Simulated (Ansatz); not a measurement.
# Area resistance of ordered Mo/Ta stacks in Ta(100) and Pd/Au stacks in Au(110) against the number of bilayers: ballistic PBE calculations

Molybdenum and tantalum are body-centred cubic metals with partly filled d bands, Mo having one valence electron more than Ta. Palladium and gold are face-centred cubic; Pd has d states at the Fermi level, whereas in Au the d band is full and lies below it. In both pairs an electron crossing an interface meets a change of band structure and is partly reflected. Models of metallic multilayers, such as those used for magnetoresistive sensors, commonly give each interface a fixed resistance and add these up. That addition is examined here for ideal, ordered stacks with coherent transport. The quantity is the area resistance beyond that of the perfect lead, Ta for Mo/Ta and Au for Pd/Au, as the number of bilayers grows.

## How the numbers were made

Stacks of repeated bilayers (m layers of the film metal, m layers of the lead metal) between perfect leads, current normal to the layers. Leads are perfect crystals at room-temperature lattice constants. The film takes the lead's in-plane lattice, with its layer spacing set to keep its own atomic volume; all atoms sit on ideal sites and are not relaxed. Program: Ansatz 0.2.0, plane waves with PAW potentials of the set soft_1 (made for PBE), PBE, wave cutoff 420 eV, Fermi-Dirac smearing of 0.1 eV. No spin polarisation and no spin-orbit coupling. Transport is ballistic and coherent at zero bias (Landauer, wave matching layer by layer), averaged over a mesh of wavevectors across the current and over the Fermi window at 300 K; no phonons or disorder. Selection: Runs whose potential in the leads had a step over 25 meV, or whose mesh the program flagged as unconverged, are left out. Runs with an error estimate over 20 per cent are left out.

Notes on method and selection:

- Interfaces are ideal and ordered, so the wavevector along the interface is conserved; real interfaces are mixed and rough.
- The typed smearing and mesh set the lead's Fermi level, which moves conductances of d metals by some per cent, and most where the lead's density of states is steep.
- Spin-orbit coupling is left out where no row notes it, which matters most for the elements from Hf on.
- A coherent periodic stack forms minibands, so in the long limit its conductance tends to a constant; resistors in series need diffuse scattering.
- Runs in which the search for lower states was switched off are not listed.
- Runs that did not converge, have known faults or may not be shown are not listed, and runs on Ansatz's PAW sets soft_1 and soft_2 are kept to separate tables.

Columns:

- bilayers: number of bilayers.
- error estimate (%): the program's own largest estimate of the error of the conductance (mesh, energy step, lead length).
- area resistance (1e-15 Ω m²): area resistance beyond that of the perfect lead, A (1/G - 1/G_lead), both spins.
- per bilayer (1e-15 Ω m²): area resistance divided by the number of bilayers.
- transmitted share: conductance divided by the Sharvin conductance of the perfect lead.

## Computed values

| member | bilayer, lead and functional | bilayers | error estimate (%) | area resistance (1e-15 Ω m²) | per bilayer (1e-15 Ω m²) | transmitted share |
| --- | --- | --- | --- | --- | --- | --- |
| 1 bilayer | (1 Mo, 1 Ta) in Ta(100), PBE | 1 | 4 | 0.154 | 0.154 | 0.783 |
| 2 bilayers | (1 Mo, 1 Ta) in Ta(100), PBE | 2 | 5 | 0.239 | 0.119 | 0.698 |
| 4 bilayers | (1 Mo, 1 Ta) in Ta(100), PBE | 4 | 5 | 0.301 | 0.075 | 0.648 |
| 6 bilayers | (1 Mo, 1 Ta) in Ta(100), PBE | 6 | 5 | ? | ? | ? |
| 8 bilayers | (1 Mo, 1 Ta) in Ta(100), PBE | 8 | 5 | 0.348 | 0.043 | 0.614 |
| 3 bilayers | (3 Pd, 3 Au) in Au(110), PBE | 3 | 6 | 0.629 | 0.210 | 0.634 |
| 4 bilayers | (3 Pd, 3 Au) in Au(110), PBE | 4 | 7 | 0.670 | 0.167 | 0.620 |
| 5 bilayers | (3 Pd, 3 Au) in Au(110), PBE | 5 | 7 | 0.678 | 0.136 | 0.617 |

Cells marked ? are withheld until the estimate has been made.

## What drives the series

The resistances do not add up. Eight Mo/Ta bilayers in series would give 8 × 0.154 = 1.23, in units of 1e-15 Ω m², but the calculated value is 0.348. The area resistance still rises from row to row, by ever less per added bilayer: 0.239 − 0.154 = 0.085 from one to two, (0.301 − 0.239) / 2 = 0.031 from two to four, and (0.348 − 0.301) / 4 = 0.012 from four to eight.

For Pd/Au, scaling the three-bilayer value in proportion gives 0.629 × 5 / 3 = 1.05 for five bilayers, against 0.678 calculated. The program's error estimates apply to the whole resistance, lead included, which is 0.629 / (1 − 0.634) = 1.72 for three bilayers and 0.678 / (1 − 0.617) = 1.77 for five. The errors are then about 0.10 and 0.12. Even if they acted in opposite directions, they would account for 0.10 × 5 / 3 + 0.12 = 0.29 of the gap of 0.37. The small rises between neighbouring Pd/Au rows, 0.670 − 0.629 = 0.041 and 0.678 − 0.670 = 0.008, are within the error and carry no separate meaning.

The accepted explanation, which the totals in the table do not test by themselves, rests on the conserved wavevector along the interface. States of different wavevector conduct in parallel. Those that meet a gap between the minibands of the stack are largely blocked by the first few bilayers, so further bilayers have little left to remove. Those that fall within a miniband of the periodic stack pass through it at any length, apart from interference ripples. The conductance of a long stack therefore tends to a constant. The Mo/Ta rows approach this behaviour without showing a plateau: the transmitted share falls from 0.783 at one bilayer to 0.648 at four and 0.614 at eight.

Rough or mixed interfaces scatter electrons between channels and refill the blocked ones, which restores addition in series. The resistance per bilayer of these ordered stacks is thus not a transferable interface resistance. Two metal pairs, each with one layer thickness and one orientation, do not show how quickly other stacks level off.

## Prediction

Plain estimates from the members shown:

- 6 bilayers ((1 Mo, 1 Ta) in Ta(100), PBE), straight-line interpolation between 4 bilayers and 8 bilayers: w = (6 − 4) / (8 − 4) = 0.500, so 0.301 + 0.500 × (0.348 − 0.301) = 0.325 1e-15 Ω m²

The straight line between four and eight bilayers gives 0.325 for six. Because the rise slows with length, a smooth curve should lie above that line. A form that allows for the slowing is R(n) = a − b·n^(−p), where n is the number of bilayers and a, b and p are fixed by three rows. It is an empirical description, and p has no physical meaning of its own.

In this form the rise shrinks by the same factor at each doubling of n. This can be tried on the eight-bilayer row. From one, two and four bilayers the factor is 0.062 / 0.085 = 0.729, which predicts 0.301 + 0.729 × 0.062 = 0.346, against 0.348 calculated.

For six bilayers the rows at two, four and eight are used. The factor is 0.047 / 0.062 = 0.758, so p = −ln 0.758 / ln 2 = 0.40. The part of the last rise completed at six bilayers is (1 − (6/4)^(−0.40)) / (1 − (8/4)^(−0.40)) = 0.62. The estimate is 0.301 + 0.62 × 0.047 = 0.330.

The trial missed by 0.002, but a single trial is a thin basis for an error bar, and interference can shift one stack length off a smooth curve. The error is therefore set at 0.005, the distance from the estimate to the straight line. It assumes that mesh errors are largely shared by the Mo/Ta rows, as their smooth course suggests.

**Committed estimate, 6 bilayers ((1 Mo, 1 Ta) in Ta(100), PBE): area resistance = 0.330 ± 0.005 1e-15 Ω m².**

## The answer

| member | bilayer, lead and functional | bilayers | error estimate (%) | area resistance (1e-15 Ω m²) | per bilayer (1e-15 Ω m²) | transmitted share |
| --- | --- | --- | --- | --- | --- | --- |
| 6 bilayers | (1 Mo, 1 Ta) in Ta(100), PBE | 6 | 5 | 0.328 | 0.055 | 0.628 |

| member | estimate | area resistance (1e-15 Ω m²) | computed | estimate − computed | miss in error bars |
| --- | --- | --- | --- | --- | --- |
| 6 bilayers ((1 Mo, 1 Ta) in Ta(100), PBE) | committed | 0.330 | 0.328 | +0.002 | 0.4 |
| 6 bilayers ((1 Mo, 1 Ta) in Ta(100), PBE) | interpolation | 0.325 | 0.328 | −0.004 |  |

The estimate of 0.330 lies inside its error bar: the calculated value is 0.328, in units of 1e-15 Ω m², a miss of 0.4 error bars. It did slightly better than the straight line, which fell short by 0.004.

The argument that a slowing rise puts six bilayers above the line was right in sign, though the correction was somewhat too large. The rise is 0.328 − 0.301 = 0.027 from four to six bilayers and 0.348 − 0.328 = 0.020 from six to eight. This fits a picture in which poorly matched channels are blocked early and later bilayers remove less, but it does not fix the resistance of a very long stack.

The small miss shows how smooth the Mo/Ta rows are relative to one another, not how accurate they are. The program's 5 per cent error applies to the whole resistance, 0.328 / (1 − 0.628) = 0.88, and amounts to about 0.04.

## Where the trend breaks

No Mo/Ta row departs from the smooth course. The Pd/Au stacks lie far higher in area resistance, with a ratio of 0.670 / 0.301 = 2.23 at four bilayers. Most of this comes from the leads and not from stronger reflection.

The resistance of the perfect lead follows from the columns as R·T / (1 − T), where R is the area resistance and T the transmitted share. It is 0.670 × 0.620 / (1 − 0.620) = 1.09 for Au(110) and 0.301 × 0.648 / (1 − 0.648) = 0.55 for Ta(100), in units of 1e-15 Ω m². The Au lead has about half as many open channels per area, so the same fractional loss costs about twice the area resistance.

The transmitted shares themselves, 0.620 and 0.648, differ by less than their error estimates of 7 and 5 per cent. The two pairs also differ in layer thickness and orientation, so these rows do not rank their interfaces.

## What to take away

For ideal Mo/Ta stacks of one to eight bilayers, the area resistance grows much more slowly than the number of bilayers. At six bilayers, straight-line interpolation between four and eight reproduces the calculation at the same settings to about 0.004, in units of 1e-15 Ω m². Pd/Au has rows only from three to five bilayers, so its early rise is not shown.

For a contact of 100 nm × 100 nm, eight Mo/Ta bilayers add 0.348 × 1e-15 / 1e-14 = 0.035 Ω to the lead, with an error of about 0.005 Ω. Adding single-bilayer values would give 8 × 0.154 × 1e-15 / 1e-14 = 0.123 Ω.

Two omitted effects could raise the resistance considerably. Interface disorder that fully restored series addition, with the single-bilayer value unchanged, would multiply the eight-bilayer result by 8 × 0.154 / 0.348 = 3.5. Phonon scattering at room temperature, with a rough transition-metal resistivity of 1e-7 Ω m and a stack of sixteen atomic layers roughly 2.5 nm thick, would add about 1e-7 × 2.5e-9 = 2.5e-16 Ω m², which is more than half of the calculated value.
